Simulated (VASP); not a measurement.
# AlN (P6_3mc) in VASP: a series of runs

Runs on AlN. Level: PBE. Tasks: relaxation of cell and atoms, vibrations by finite differences.

All numbers are computed with VASP 6.6.1; they aren't measurements. Logs are shortened: lines on timing, memory, paths and dates and some standing lists are left out, and cuts for length are marked.

### 1 The crystal as given

The structure is hexagonal, space group P6_3mc (No. 186). The conventional cell has a = 3.113 Å, b = 3.113 Å, c = 4.981 Å, α = 90.00°, β = 90.00°, γ = 120.00°. Al (site symmetry 3m) is surrounded by 4 N at 1.89 Å. Around N (site symmetry 3m) lie 4 Al at 1.89 Å.

### 2 Relaxation of cell and atoms, PBE

INCAR

```
SYSTEM = AlN
ALGO = Normal ; EDIFF = 1E-7
EDIFFG = -0.002 ; ENCUT = 520
GGA = PE ; IBRION = 2
ISIF = 3 ; ISMEAR = 0
KPAR = 4 ; LASPH = .TRUE.
LCHARG = .FALSE. ; LREAL = .FALSE.
LWAVE = .FALSE. ; NELM = 80
NSW = 80 ; PREC = Accurate
SIGMA = 0.02
```

KPOINTS

```
k-points
0
G
  18 18 10
  0 0 0
```

POSCAR

```
AlN
1.0
    3.1130000000      0.0000000000      0.0000000000
   -1.5565000000      2.6959370800      0.0000000000
    0.0000000000      0.0000000000      4.9810000000
Al N
2 2
Direct
    0.3333333300      0.6666666700      0.0000000000
    0.6666666700      0.3333333300      0.5000000000
    0.3333333300      0.6666666700      0.3800000000
    0.6666666700      0.3333333300      0.8800000000
```

Potentials or basis: VASP PAW PBE potentials, release 64 (Al, N).

The run is started by

```sh
$ cat potpaw_PBE.64/Al/POTCAR potpaw_PBE.64/N/POTCAR > POTCAR
$ mpirun -np 4 vasp_std > vasp.out
```

OUTCAR:

```text
SYSTEM = AlN
   EDIFF = 1E-7
   EDIFFG = -0.002
   ENCUT = 520
   GGA = PE
   IBRION = 2
   ISIF = 3
   ISMEAR = 0
   LASPH = .TRUE.
   LREAL = .FALSE.
   NELM = 80
   NSW = 80
   PREC = Accurate

 ion  position               nearest neighbor table
   1  0.333  0.667  0.000-   3 1.89   4 1.89   4 1.89   4 1.89   2 3.07   2 3.07   2 3.07   2 3.07
                             2 3.07   2 3.07
   2  0.667  0.333  0.500-   4 1.89   3 1.89   3 1.89   3 1.89   1 3.07   1 3.07   1 3.07   1 3.07
                             1 3.07   1 3.07
   3  0.333  0.667  0.380-   1 1.89   2 1.89   2 1.89   2 1.89
   4  0.667  0.333  0.880-   2 1.89   1 1.89   1 1.89   1 1.89

  LATTYP: Found a hexagonal cell.
 ALAT       =     3.1130000000
 C/A-ratio  =     1.6000642467

  Lattice vectors:

 A1 = (   3.1130000000,   0.0000000000,   0.0000000000)
 A2 = (  -1.5565000000,   2.6959370800,   0.0000000000)
 A3 = (   0.0000000000,   0.0000000000,   4.9810000000)

Analysis of symmetry for initial positions (statically):
=====================================================================
 Subroutine PRICEL returns:
 Original cell was already a primitive cell.

 Routine SETGRP: Setting up the symmetry group for a
 hexagonal supercell.

 Subroutine GETGRP returns: Found 12 space group operations
 (whereof  6 operations were pure point group operations)
 out of a pool of 24 trial point group operations.

The static configuration has the point symmetry C_3v.
 The point group associated with its full space group is C_6v.

Analysis of symmetry for dynamics (positions and initial velocities):
=====================================================================
 Subroutine PRICEL returns:
 Original cell was already a primitive cell.

 Routine SETGRP: Setting up the symmetry group for a
 hexagonal supercell.

 Subroutine GETGRP returns: Found 12 space group operations
 (whereof  6 operations were pure point group operations)
 out of a pool of 24 trial point group operations.

The dynamic configuration has the point symmetry C_3v.
 The point group associated with its full space group is C_6v.

 Subroutine INISYM returns: Found 12 space group operations
 (whereof  6 operations are pure point group operations),
 and found     1 'primitive' translations

----------------------------------------------------------------------------------------

                                     Primitive cell

  volume of cell :      41.8028

  direct lattice vectors                    reciprocal lattice vectors
     3.113000000  0.000000000  0.000000000     0.321233537  0.185464269  0.000000000
[... 116 lines left out ...]
   LHFCALC =     F    Hartree Fock is set to
   AEXX    =    0.0000 exact exchange contribution
   IVDW    =     0    specifies the selected vdW correction
   LEPSILON=     F    determine dielectric tensor
   LRPA    =     F    only Hartree local field effects (RPA)
 conjugate gradient relaxation of ions
 non-spin polarized calculation
 Gauss-broadening in eV      SIGMA  =   0.02
  energy-cutoff  :      520.00
  volume of cell :       41.80
 maximum number of plane-waves:      1152
 NGX is ok and might be reduce to    24
   NGX = 11   NGY = 11   NGZ = 19

--------------------------------------- Ionic step        1  -------------------------------------------

 number of electron      15.9999997 magnetization

 Free energy of the ion-electron system (eV)
  ---------------------------------------------------
  ext. energy  EPLUGINS =         0.00000000
  ---------------------------------------------------
  free energy    TOTEN  =       -29.77128467 eV

  energy without entropy =      -29.77128467  energy(sigma->0) =      -29.77128467

------------------------ aborting loop because EDIFF is reached ----------------------------------------

  FORCE on cell =-STRESS in cart. coord.  units (eV):
  Direction    XX          YY          ZZ          XY          YZ          ZX
  --------------------------------------------------------------------------------------
  -------------------------------------------------------------------------------------
  Total        0.7574487      0.7574487      1.1902328      0.0000000      0.0000000     -0.0000000
  in kB       29.0307597     29.0307596     45.6180890      0.0000000      0.0000000     -0.0000000
  external PRESSURE =      34.5598694 kB  Pullay stress =       0.0000000 kB
[... 253 lines left out ...]
--------------------------------------- Ionic step        8  -------------------------------------------

 number of electron      15.9999998 magnetization

 Free energy of the ion-electron system (eV)
  ---------------------------------------------------
  ext. energy  EPLUGINS =         0.00000000
  ---------------------------------------------------
  free energy    TOTEN  =       -29.78012014 eV

  energy without entropy =      -29.78012014  energy(sigma->0) =      -29.78012014

 E-fermi :   6.0773     XC(G=0): -10.8329

 val. band max:        5.9757034128   @ k =   0.0000   0.0000   0.0000
 cond. band min:      10.0320516233   @ k =   0.0000   0.0000   0.0000
 fundamental gap:      4.0563482104
 Fermi energy:         6.0772599861

 k-point     1 :       0.0000    0.0000    0.0000
  band No.  band energies     occupation
      1      -9.0982      2.00000
      2      -7.0122      2.00000
      3       0.0647      2.00000
      4       5.1326      2.00000
      5       5.1326      2.00000
      6       5.7749      2.00000
      7       5.7749      2.00000
      8       5.9757      2.00000
      9      10.0321      0.00000
     10      12.4991      0.00000
     11      16.4428      0.00000
     12      17.0157      0.00000
[... 331 lines left out ...]
 k-point    24 :       0.3889    0.1111    0.0000
  band No.  band energies     occupation
      1      -7.2209      2.00000
      2      -6.4703      2.00000
      3       0.8240      2.00000
      4       2.0134      2.00000
      5       2.5994      2.00000
      6       3.5088      2.00000
      7       4.3713      2.00000
      8       4.9021      2.00000
      9      11.7496      0.00000
     10      12.4561      0.00000
     11      14.2907      0.00000
     12      16.0226      0.00000

 [... further k-points ...]

------------------------ aborting loop because EDIFF is reached ----------------------------------------

  FORCE on cell =-STRESS in cart. coord.  units (eV):
  Direction    XX          YY          ZZ          XY          YZ          ZX
  --------------------------------------------------------------------------------------
  -------------------------------------------------------------------------------------
  Total       -0.0000040     -0.0000040     -0.0038421      0.0000000      0.0000000      0.0000000
  in kB       -0.0001499     -0.0001499     -0.1447624      0.0000000      0.0000000      0.0000000
  external PRESSURE =      -0.0483541 kB  Pullay stress =       0.0000000 kB
[... 19 lines left out ...]
  FREE ENERGIE OF THE ION-ELECTRON SYSTEM (eV)
  ---------------------------------------------------
  free  energy   TOTEN  =       -29.7801201353 eV

  energy  without entropy=      -29.7801201353  energy(sigma->0) =      -29.78012014

 reached required accuracy - stopping structural energy minimisation
```

CONTCAR:

```text
AlN
   1.00000000000000
     3.1285719313721607    0.0000000000000000   -0.0000000000000000
    -1.5642859656860804    2.7094227681245266    0.0000000000000000
    -0.0000000000000000   -0.0000000000000000    5.0164576355651276
  Al              N
     2     2
Direct
     0.3333333300000021    0.6666666699999979    0.9992574435709494
     0.6666666699999979    0.3333333300000021    0.4992574435709495
     0.3333333300000021    0.6666666699999979    0.3807425564290530
     0.6666666699999979    0.3333333300000021    0.8807425564290532

  0.00000000E+00  0.00000000E+00  0.00000000E+00
  0.00000000E+00  0.00000000E+00  0.00000000E+00
  0.00000000E+00  0.00000000E+00  0.00000000E+00
  0.00000000E+00  0.00000000E+00  0.00000000E+00
```

Wall time 44 s (4 MPI ranks of Intel Xeon Platinum 8488C (Sapphire Rapids), shared host); peak memory 0.23 GiB.

Results:

```
Free energy                            : -29.7801 eV
Relaxed volume                         : 10.63 Å³/atom
Relaxed cell                           : a = 3.129 Å, b = 3.129 Å, c = 5.016 Å, α = 90.00°, β = 90.00°, γ = 120.00°
Space group after relaxing (to 0.05 Å) : P6_3mc (No. 186)
Energy gained by relaxing              : 2.2 meV/atom
Ionic steps                            : 8
Pressure after relaxing                : 0.0 GPa
Band gap on the k mesh                 : 4.06 eV, direct
```

The path:
```csv
step,energy change (eV),largest force (eV/Å),pressure (GPa),volume (Å³)
1,0.0000,0.1289,3.46,41.80
2,-0.0019,0.0913,-2.90,43.18
3,-0.0088,0.0034,0.00,42.52
4,-0.0088,0.0059,0.07,42.51
5,-0.0088,0.0066,0.05,42.51
6,-0.0088,0.0070,0.04,42.51
7,-0.0088,0.0022,-0.02,42.53
8,-0.0088,0.0007,0.00,42.52
```

Final structure:
```cif
data_structure
_symmetry_space_group_name_H-M 'P 1'
_symmetry_Int_Tables_number 1
_cell_length_a 3.1286
_cell_length_b 3.1286
_cell_length_c 5.0165
_cell_angle_alpha 90.000
_cell_angle_beta 90.000
_cell_angle_gamma 120.000
_cell_volume 42.52
loop_
_atom_site_label
_atom_site_type_symbol
_atom_site_fract_x
_atom_site_fract_y
_atom_site_fract_z
_atom_site_occupancy
Al1 Al 0.33333 0.66667 0.99926 1
Al2 Al 0.66667 0.33333 0.49926 1
N1 N 0.33333 0.66667 0.38074 1
N2 N 0.66667 0.33333 0.88074 1
```

A k mesh can miss the band edges. Zero-point motion and thermal expansion aren't in these numbers.

### 3 Relaxation of cell and atoms, PBE

This run uses another cell than the first one, of 10.63 Å³/atom, 1.017 times its volume.

INCAR is that of step 2.

KPOINTS is that of step 2.

POSCAR

```
AlN                                     
1.0
    3.1285719314      0.0000000000     -0.0000000000
   -1.5642859657      2.7094227681      0.0000000000
   -0.0000000000     -0.0000000000      5.0164576356
  Al              N             
     2     2
Direct
     0.3333333300000021    0.6666666699999979    0.9992574435709494
     0.6666666699999979    0.3333333300000021    0.4992574435709495
     0.3333333300000021    0.6666666699999979    0.3807425564290530
     0.6666666699999979    0.3333333300000021    0.8807425564290532
```

Potentials or basis: VASP PAW PBE potentials, release 64 (Al, N).

The run is started by

```sh
$ cat potpaw_PBE.64/Al/POTCAR potpaw_PBE.64/N/POTCAR > POTCAR
$ mpirun -np 4 vasp_std > vasp.out
```

OUTCAR:

```text
SYSTEM = AlN
   EDIFF = 1E-7
   EDIFFG = -0.002
   ENCUT = 520
   GGA = PE
   IBRION = 2
   ISIF = 3
   ISMEAR = 0
   LASPH = .TRUE.
   LREAL = .FALSE.
   NELM = 80
   NSW = 80
   PREC = Accurate

 ion  position               nearest neighbor table
   1  0.333  0.667  0.999-   4 1.90   4 1.90   4 1.90   3 1.91   2 3.09   2 3.09   2 3.09   2 3.09
                             2 3.09   2 3.09
   2  0.667  0.333  0.499-   3 1.90   3 1.90   3 1.90   4 1.91   1 3.09   1 3.09   1 3.09   1 3.09
                             1 3.09   1 3.09
   3  0.333  0.667  0.381-   2 1.90   2 1.90   2 1.90   1 1.91
   4  0.667  0.333  0.881-   1 1.90   1 1.90   1 1.90   2 1.91

  LATTYP: Found a hexagonal cell.
 ALAT       =     3.1285719314
 C/A-ratio  =     1.6034336897

  Lattice vectors:

 A1 = (   3.1285719314,   0.0000000000,   0.0000000000)
 A2 = (  -1.5642859657,   2.7094227681,   0.0000000000)
 A3 = (   0.0000000000,   0.0000000000,   5.0164576356)

Analysis of symmetry for initial positions (statically):
=====================================================================
 Subroutine PRICEL returns:
 Original cell was already a primitive cell.

 Routine SETGRP: Setting up the symmetry group for a
 hexagonal supercell.

 Subroutine GETGRP returns: Found 12 space group operations
 (whereof  6 operations were pure point group operations)
 out of a pool of 24 trial point group operations.

The static configuration has the point symmetry C_3v.
 The point group associated with its full space group is C_6v.

Analysis of symmetry for dynamics (positions and initial velocities):
=====================================================================
 Subroutine PRICEL returns:
 Original cell was already a primitive cell.

 Routine SETGRP: Setting up the symmetry group for a
 hexagonal supercell.

 Subroutine GETGRP returns: Found 12 space group operations
 (whereof  6 operations were pure point group operations)
 out of a pool of 24 trial point group operations.

The dynamic configuration has the point symmetry C_3v.
 The point group associated with its full space group is C_6v.

 Subroutine INISYM returns: Found 12 space group operations
[... 142 lines left out ...]

 Free energy of the ion-electron system (eV)
  ---------------------------------------------------
  ext. energy  EPLUGINS =         0.00000000
  ---------------------------------------------------
  free energy    TOTEN  =       -29.78052906 eV

  energy without entropy =      -29.78052906  energy(sigma->0) =      -29.78052906

 E-fermi :   6.0772     XC(G=0): -10.8329

 val. band max:        5.9757874491   @ k =   0.0000   0.0000   0.0000
 cond. band min:      10.0320421065   @ k =   0.0000   0.0000   0.0000
 fundamental gap:      4.0562546574
 Fermi energy:         6.0772378358

 k-point     1 :       0.0000    0.0000    0.0000
  band No.  band energies     occupation
      1      -9.0983      2.00000
      2      -7.0122      2.00000
      3       0.0648      2.00000
      4       5.1326      2.00000
      5       5.1326      2.00000
      6       5.7749      2.00000
      7       5.7749      2.00000
      8       5.9758      2.00000
      9      10.0320      0.00000
     10      12.4991      0.00000
     11      16.4428      0.00000
     12      17.0157      0.00000
[... 331 lines left out ...]
 k-point    24 :       0.3889    0.1111    0.0000
  band No.  band energies     occupation
      1      -7.2210      2.00000
      2      -6.4704      2.00000
      3       0.8239      2.00000
      4       2.0134      2.00000
      5       2.5994      2.00000
      6       3.5088      2.00000
      7       4.3714      2.00000
      8       4.9021      2.00000
      9      11.7496      0.00000
     10      12.4561      0.00000
     11      14.2906      0.00000
     12      16.0225      0.00000

 [... further k-points ...]

------------------------ aborting loop because EDIFF is reached ----------------------------------------

  FORCE on cell =-STRESS in cart. coord.  units (eV):
  Direction    XX          YY          ZZ          XY          YZ          ZX
  --------------------------------------------------------------------------------------
  -------------------------------------------------------------------------------------
  Total        0.0013076      0.0013076     -0.0005486      0.0000000     -0.0000000      0.0000000
  in kB        0.0492697      0.0492697     -0.0206706      0.0000000     -0.0000000      0.0000000
  external PRESSURE =       0.0259563 kB  Pullay stress =       0.0000000 kB

 VOLUME and BASIS-vectors are now :
 -----------------------------------------------------------------------------
  energy-cutoff  :      520.00
  volume of cell :       42.52
      direct lattice vectors                 reciprocal lattice vectors
     3.128571931  0.000000000  0.000000000     0.319634652  0.184541152  0.000000000
    -1.564285966  2.709422768  0.000000000     0.000000000  0.369082305  0.000000000
     0.000000000  0.000000000  5.016457636     0.000000000  0.000000000  0.199343854

 POSITION                                       TOTAL-FORCE (eV/Angst)
 -----------------------------------------------------------------------------------
     -0.00000      1.80628      5.01273         0.000000      0.000000     -0.000733
      1.56429      0.90314      2.50450         0.000000     -0.000000     -0.000733
     -0.00000      1.80628      1.90998        -0.000000     -0.000000      0.000733
      1.56429      0.90314      4.41821         0.000000      0.000000      0.000733
 -----------------------------------------------------------------------------------
    total drift:                               -0.000009      0.000005      0.000552

  FREE ENERGIE OF THE ION-ELECTRON SYSTEM (eV)
  ---------------------------------------------------
  free  energy   TOTEN  =       -29.7805290577 eV

  energy  without entropy=      -29.7805290577  energy(sigma->0) =      -29.78052906

 reached required accuracy - stopping structural energy minimisation
```

It took 13 s on 4 MPI ranks of Intel Xeon Platinum 8488C (Sapphire Rapids), shared host; peak memory 0.22 GiB.

What came out:

```yaml
Free_energy: -29.7805 eV
Pressure_after_relaxing: 0.0 GPa
Band_gap_on_the_k_mesh: 4.06 eV, direct
```

Final structure:
```
Al N
1.0
     3.12857    0.00000    0.00000
    -1.56429    2.70942    0.00000
     0.00000    0.00000    5.01646
Al N
2 2
Cartesian
  0.0000 1.8063 5.0127
  1.5643 0.9031 2.5045
  0.0000 1.8063 1.9100
  1.5643 0.9031 4.4182
```

Caveat: the relaxation stopped at its first step, so nothing moved.

(Continued in part 2 of 2.)
